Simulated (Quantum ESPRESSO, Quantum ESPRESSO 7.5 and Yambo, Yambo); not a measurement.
## KF (Carobbiite): a self-consistent loop beyond G0W0, cycle by cycle

How far does self-consistency move the gap of KF (Carobbiite)?

Method: PBE and many-body steps on it, plane waves, in Quantum ESPRESSO 7.5 and Yambo 5.3.0.

This is a report of a sequence of runs, with most program output left out.

## (1) The structure

It takes space group Fm-3m (No. 225, cubic). The conventional cell has a = 5.344 Å, b = 5.344 Å, c = 5.344 Å, α = 90.00°, β = 90.00°, γ = 90.00°. K has 6 F at 2.67 Å nearest. F has 6 K at 2.67 Å nearest. Farther neighbours and most contacts between anions are not listed.

As a file:

```cif
data_structure
_symmetry_space_group_name_H-M 'P 1'
_symmetry_Int_Tables_number 1
_cell_length_a 3.7786
_cell_length_b 3.7786
_cell_length_c 3.7786
_cell_angle_alpha 60.000
_cell_angle_beta 60.000
_cell_angle_gamma 60.000
_cell_volume 38.15
loop_
_atom_site_label
_atom_site_type_symbol
_atom_site_fract_x
_atom_site_fract_y
_atom_site_fract_z
_atom_site_occupancy
K1 K 0.00000 0.00000 0.00000 1
F2 F 0.50000 0.50000 0.50000 1
```

The cell and positions come from the Crystallography Open Database and are kept as given unless a step says otherwise.

## (2) Empty states on the mesh, 4×4×4 mesh, 64 bands

This step: Quantum ESPRESSO 7.5; DFT, PBE, plane waves, norm-conserving pseudopotentials.

The sums over transitions need many empty states on a uniform mesh; this step solves for them.

pw.in reads:

```
&control
  calculation = 'nscf'
  prefix = 'x'
  outdir = 'o'
  pseudo_dir = 'pseudo'
/
&system
  ibrav = 0
  nat = 2
  ntyp = 2
  ecutwfc = 72.0
  nbnd = 64
  force_symmorphic = .true.
/
&electrons
  conv_thr = 1e-9
  electron_maxstep = 80
  diago_full_acc = .true.
  diago_thr_init = 5e-6
/
ATOMIC_SPECIES
  K 39.098 K.upf
  F 18.998 F.upf
CELL_PARAMETERS angstrom
  -0.0000000000 2.6718500000 2.6718500000
  2.6718500000 -0.0000000000 2.6718500000
  2.6718500000 2.6718500000 0.0000000000
ATOMIC_POSITIONS crystal
  K 0.0000000000 0.0000000000 0.0000000000
  F 0.5000000000 0.5000000000 0.5000000000
K_POINTS automatic
  4 4 4 0 0 0
```

On the command line:

```console
OMP_NUM_THREADS=1 mpirun -n 4 pw.x -nk 4 -in pw.in > pw.out
```

Elapsed: 2.8 s, on 4 MPI ranks of Arm Neoverse V2, shared host; peak memory 0.25 GiB.

This step gave:

- gap: 6.199 eV
- k of the valence top: 0, 0, 0
- k of the conduction bottom: 0, 0, 0
- least direct gap: 6.199 eV
- k points computed: 8
- lowest point of the top converged band, above the valence top: 66.1351 eV

On this mesh the gap is 6.199 eV.

The density comes from a self-consistent run that is not shown.

## (3) Conversion and set-up

This step: Yambo 5.3.0; conversion and set-up on PBE, plane waves, norm-conserving pseudopotentials.

The states are converted to the many-body program's format and the q mesh is built.

On the command line:

```console
(cd o/x.save; p2y > p2y.log; mv SAVE ../..); yambo > setup.log
```

It took 2.1 s on 1 MPI rank; peak memory 0.24 GiB.

## (4) G0W0

G0W0 replaces the xc potential by the self-energy, built once from these orbitals. Only a window of levels is corrected, while the sums run over the empty bands that the input names.

This step: G0W0 on PBE, plane waves, norm-conserving pseudopotentials.

gw1.in reads:

```
HF_and_locXC
gw0
dyson
ppa
em1d
rim_cut
RandQpts= 1000000
RandGvec= 1 RL
EXXRLvcs= 72 Ry
VXCRLvcs= 288 Ry
Chimod= "HARTREE"
% BndsRnXp
 1 | 64 |
%
NGsBlkXp= 9.5 Ry
% LongDrXp
 1 | 1 | 1 |
%
% GbndRnge
 1 | 64 |
%
DysSolver= "n"
ExtendOut
PPAPntXp= 27.21138 eV
% QPkrange
 1 | 8 | 3 | 12 |
%
```

On the command line:

```console
OMP_NUM_THREADS=1 mpirun -n 4 yambo -F gw1.in -J gw1 -C gw1 > gw1.log
```

Wall time 1.8 min (4 MPI ranks); peak memory 1.4 GiB.

This step gave:

- G0W0 gap on the mesh: 9.505 eV
- starting gap on the mesh: 6.199 eV
- k of the valence top: 0, 0, 0
- k of the conduction bottom: 0, 0, 0
- least direct G0W0 gap on the computed points: 9.505 eV
- Z at the valence top: 0.8146
- Z at the conduction bottom: 0.9012

The gap on the mesh goes from 6.20 eV to 9.51 eV, a correction of +3.31 eV.

## (5) evGW0, cycle 1

This step: evGW0 on PBE, plane waves, norm-conserving pseudopotentials.

gw2.in, as its differences from gw1.in of step 4:

```diff
@@ -27 +27,2 @@
 %
+GfnQPdb= "E < ./gw1/ndb.QP"
```

On the command line:

```console
OMP_NUM_THREADS=1 mpirun -n 4 yambo -F gw2.in -J gw2,gw1_W -C gw2 > gw2.log
```

Run time: 95 s. Hardware: 4 MPI ranks; peak memory 1.4 GiB; 6.3 min of CPU time.

Numbers from this step:

| Item | Value |
| --- | --- |
| quasiparticle gap on the mesh | 9.794 eV |
| gap of the density functional on the mesh | 6.199 eV |
| k of the valence top | 0, 0, 0 |
| k of the conduction bottom | 0, 0, 0 |
| least direct quasiparticle gap on the computed points | 9.794 eV |
| Z at the valence top | 0.8193 |
| Z at the conduction bottom | 0.9208 |

Against G0W0 in Yambo (4×4×4 mesh, 64 bands, screening to 129.3 eV, Godby-Needs plasmon pole), the gap moves by +0.289 eV.

The program's own table gives 10.056 eV, which is too large where the input levels are shifted: this version takes Σc at the unshifted level E₀, yet steps from the shifted one. The value above is the Newton step from E₀, E₀ + Z(Σc + Σx − Vxc), rebuilt from the printed columns.

## (6) evGW0, cycle 2

The corrected levels of the last cycle go back in.

gw3.in, as its differences from gw2.in of step 5:

```diff
@@ -27,2 +27,2 @@
 %
-GfnQPdb= "E < ./gw1/ndb.QP"
+GfnQPdb= "E < ./gw2_fix/ndb.QP"
```

On the command line:

```console
OMP_NUM_THREADS=1 mpirun -n 4 yambo -F gw3.in -J gw3,gw1_W -C gw3 > gw3.log
```

Wall time 91 s (4 MPI ranks); peak memory 1.4 GiB.

This step gave:

```
quasiparticle gap on the mesh                         : 9.818 eV
gap of the density functional on the mesh             : 6.199 eV
k of the valence top                                  : 0, 0, 0
k of the conduction bottom                            : 0, 0, 0
least direct quasiparticle gap on the computed points : 9.818 eV
```

Against the cycle before, the gap moves by +0.024 eV.

The program's own table gives 10.097 eV, which is too large where the input levels are shifted: this version takes Σc at the unshifted level E₀, yet steps from the shifted one. The value above is the Newton step from E₀, E₀ + Z(Σc + Σx − Vxc), rebuilt from the printed columns.

## (7) evGW0, cycle 3

gw4.in, as its differences from gw3.in of step 6:

```diff
@@ -27,2 +27,2 @@
 %
-GfnQPdb= "E < ./gw2_fix/ndb.QP"
+GfnQPdb= "E < ./gw3_fix/ndb.QP"
```

On the command line:

```console
OMP_NUM_THREADS=1 mpirun -n 4 yambo -F gw4.in -J gw4,gw1_W -C gw4 > gw4.log
```

Elapsed: 91 s, on 4 MPI ranks; peak memory 1.4 GiB.

Numbers from this step:

* quasiparticle gap on the mesh: 9.821 eV
* gap of the density functional on the mesh: 6.199 eV
* k of the valence top: 0, 0, 0
* k of the conduction bottom: 0, 0, 0
* least direct quasiparticle gap on the computed points: 9.821 eV

Against the cycle before, the gap moves by +0.002 eV.

The program's own table gives 10.101 eV, which is too large where the input levels are shifted: this version takes Σc at the unshifted level E₀, yet steps from the shifted one. The value above is the Newton step from E₀, E₀ + Z(Σc + Σx − Vxc), rebuilt from the printed columns.

## (8) evGW, cycle 1

This step: evGW on PBE, plane waves, norm-conserving pseudopotentials.

gw5.in, as its differences from gw4.in of step 7:

```diff
@@ -27,2 +27,3 @@
 %
-GfnQPdb= "E < ./gw3_fix/ndb.QP"
+GfnQPdb= "E < ./gw1/ndb.QP"
+XfnQPdb= "E < ./gw1/ndb.QP"
```

On the command line:

```console
OMP_NUM_THREADS=1 mpirun -n 4 yambo -F gw5.in -J gw5 -C gw5 > gw5.log
```

It took 1.7 min on 4 MPI ranks; peak memory 1.4 GiB; 6.7 min of CPU time.

Numbers from this step:

| Item | Value |
| --- | --- |
| quasiparticle gap on the mesh | 10.80 eV |
| gap of the density functional on the mesh | 6.199 eV |
| k of the valence top | 0, 0, 0 |
| k of the conduction bottom | 0, 0, 0 |
| least direct quasiparticle gap on the computed points | 10.80 eV |

Against G0W0 in Yambo (4×4×4 mesh, 64 bands, screening to 129.3 eV, Godby-Needs plasmon pole), the gap moves by +1.297 eV.

The program's own table gives 11.002 eV, which is too large where the input levels are shifted: this version takes Σc at the unshifted level E₀, yet steps from the shifted one. The value above is the Newton step from E₀, E₀ + Z(Σc + Σx − Vxc), rebuilt from the printed columns.

## (9) evGW, cycle 2

gw6.in, as its differences from gw5.in of step 8:

```diff
@@ -27,3 +27,3 @@
 %
-GfnQPdb= "E < ./gw1/ndb.QP"
-XfnQPdb= "E < ./gw1/ndb.QP"
+GfnQPdb= "E < ./gw5_fix/ndb.QP"
+XfnQPdb= "E < ./gw5_fix/ndb.QP"
```

On the command line:

```console
OMP_NUM_THREADS=1 mpirun -n 4 yambo -F gw6.in -J gw6 -C gw6 > gw6.log
```

It took 1.7 min on 4 MPI ranks; peak memory 1.4 GiB; 6.7 min of CPU time.

This step gave:

- quasiparticle gap on the mesh: 11.11 eV
- gap of the density functional on the mesh: 6.199 eV
- k of the valence top: 0, 0, 0
- k of the conduction bottom: 0, 0, 0
- least direct quasiparticle gap on the computed points: 11.11 eV

Against the cycle before, the gap moves by +0.310 eV.

The program's own table gives 11.357 eV, which is too large where the input levels are shifted: this version takes Σc at the unshifted level E₀, yet steps from the shifted one. The value above is the Newton step from E₀, E₀ + Z(Σc + Σx − Vxc), rebuilt from the printed columns.

## (10) evGW, cycle 3

gw7.in, as its differences from gw6.in of step 9:

```diff
@@ -27,3 +27,3 @@
 %
-GfnQPdb= "E < ./gw5_fix/ndb.QP"
-XfnQPdb= "E < ./gw5_fix/ndb.QP"
+GfnQPdb= "E < ./gw6_fix/ndb.QP"
+XfnQPdb= "E < ./gw6_fix/ndb.QP"
```

On the command line:

```console
OMP_NUM_THREADS=1 mpirun -n 4 yambo -F gw7.in -J gw7 -C gw7 > gw7.log
```

The job ended after 1.7 min (4 MPI ranks; peak memory 1.4 GiB; 6.7 min of CPU time).

Numbers from this step:

```yaml
quasiparticle_gap_on_the_mesh: 11.17 eV
gap_of_the_density_functional_on_the_mesh: 6.199 eV
k_of_the_valence_top: 0, 0, 0
k_of_the_conduction_bottom: 0, 0, 0
least_direct_quasiparticle_gap_on_the_computed_points: 11.17 eV
```

Against the cycle before, the gap moves by +0.062 eV.

The program's own table gives 11.429 eV, which is too large where the input levels are shifted: this version takes Σc at the unshifted level E₀, yet steps from the shifted one. The value above is the Newton step from E₀, E₀ + Z(Σc + Σx − Vxc), rebuilt from the printed columns.

## (11) evGW, cycle 4

gw8.in, as its differences from gw7.in of step 10:

```diff
@@ -27,3 +27,3 @@
 %
-GfnQPdb= "E < ./gw6_fix/ndb.QP"
-XfnQPdb= "E < ./gw6_fix/ndb.QP"
+GfnQPdb= "E < ./gw7_fix/ndb.QP"
+XfnQPdb= "E < ./gw7_fix/ndb.QP"
```

On the command line:

```console
OMP_NUM_THREADS=1 mpirun -n 4 yambo -F gw8.in -J gw8 -C gw8 > gw8.log
```

It took 1.7 min on 4 MPI ranks; peak memory 1.4 GiB.

Numbers from this step:

```yaml
quasiparticle_gap_on_the_mesh: 11.18 eV
gap_of_the_density_functional_on_the_mesh: 6.199 eV
k_of_the_valence_top: 0, 0, 0
k_of_the_conduction_bottom: 0, 0, 0
least_direct_quasiparticle_gap_on_the_computed_points: 11.18 eV
```

Against the cycle before, the gap moves by +0.011 eV.

The program's own table gives 11.441 eV, which is too large where the input levels are shifted: this version takes Σc at the unshifted level E₀, yet steps from the shifted one. The value above is the Newton step from E₀, E₀ + Z(Σc + Σx − Vxc), rebuilt from the printed columns.

## (12) evGW, cycle 5

gw9.in, as its differences from gw8.in of step 11:

```diff
@@ -27,3 +27,3 @@
 %
-GfnQPdb= "E < ./gw7_fix/ndb.QP"
-XfnQPdb= "E < ./gw7_fix/ndb.QP"
+GfnQPdb= "E < ./gw8_fix/ndb.QP"
+XfnQPdb= "E < ./gw8_fix/ndb.QP"
```

On the command line:

```console
OMP_NUM_THREADS=1 mpirun -n 4 yambo -F gw9.in -J gw9 -C gw9 > gw9.log
```

Run time: 1.7 min. Hardware: 4 MPI ranks; peak memory 1.4 GiB.

Numbers from this step:

- quasiparticle gap on the mesh: 11.19 eV
- gap of the density functional on the mesh: 6.199 eV
- k of the valence top: 0, 0, 0
- k of the conduction bottom: 0, 0, 0
- least direct quasiparticle gap on the computed points: 11.19 eV

Against the cycle before, the gap moves by +0.002 eV.

The program's own table gives 11.444 eV, which is too large where the input levels are shifted: this version takes Σc at the unshifted level E₀, yet steps from the shifted one. The value above is the Newton step from E₀, E₀ + Z(Σc + Σx − Vxc), rebuilt from the printed columns.

## (13) Side by side

Times are wall times on 4 MPI ranks of Arm Neoverse V2, shared host, good to a factor of about two.

```tsv
run	mesh	bands	screening cutoff (eV)	DFT gap (eV)	gap on the mesh (eV)	direct (eV)	time
G0W0	4×4×4	64	129.3	6.199	9.505	9.505	1.8 min
evGW0, cycle 1	4×4×4	64	129.3	6.199	9.794	9.794	95 s
evGW0, cycle 2	4×4×4	64	129.3	6.199	9.818	9.818	91 s
evGW0, cycle 3	4×4×4	64	129.3	6.199	9.821	9.821	91 s
evGW, cycle 1	4×4×4	64	129.3	6.199	10.802	10.802	1.7 min
evGW, cycle 2	4×4×4	64	129.3	6.199	11.112	11.112	1.7 min
evGW, cycle 3	4×4×4	64	129.3	6.199	11.174	11.174	1.7 min
evGW, cycle 4	4×4×4	64	129.3	6.199	11.185	11.185	1.7 min
evGW, cycle 5	4×4×4	64	129.3	6.199	11.187	11.187	1.7 min
```

## (14) Summary of results

| Property | Result |
| --- | --- |
| G0W0 | 9.505 eV |
| evGW0, cycle 1 | 9.794 eV |
| evGW0, cycle 2 | 9.818 eV |
| evGW0, cycle 3 | 9.821 eV |
| evGW, cycle 1 | 10.802 eV |
| evGW, cycle 2 | 11.112 eV |
| evGW, cycle 3 | 11.174 eV |
| evGW, cycle 4 | 11.185 eV |
| evGW, cycle 5 | 11.187 eV |
| known limits | not at the basis limit; coarse k mesh |

In words: evGW0 ends at 9.82 eV, +0.32 eV from G0W0, after 3 cycles that took 4.6 min beside the first screening; the last moved the gap by 0.002 eV. evGW ends at 11.19 eV, +1.68 eV from G0W0, after 5 cycles that took 8.5 min beside the first screening; the last moved the gap by 0.002 eV. Bands and cutoff are finite, so the gap is not at the basis limit. The miss can reach some tenths of an eV and take either sign; the mesh is an error of its own. The 4×4×4 mesh is coarse for this cell, which bears on the long-range parts of exchange and screening.

[Paths, hosts, dates, memory and timing lines, banners, echoed tables and standing remarks are left out of the program output.]

[Logs are printed without paths, hosts, clocks, repeated set-up lines and the standing remarks that a program may print on its own settings, such as how far it seeks lower states.]

[Runs of the session that timed out or met a known fault of the program may be left out.]

[Hosts, paths, dates, database ids (printed as entryN), source tags and the programs' standing remarks are cut or masked in the printed files.]
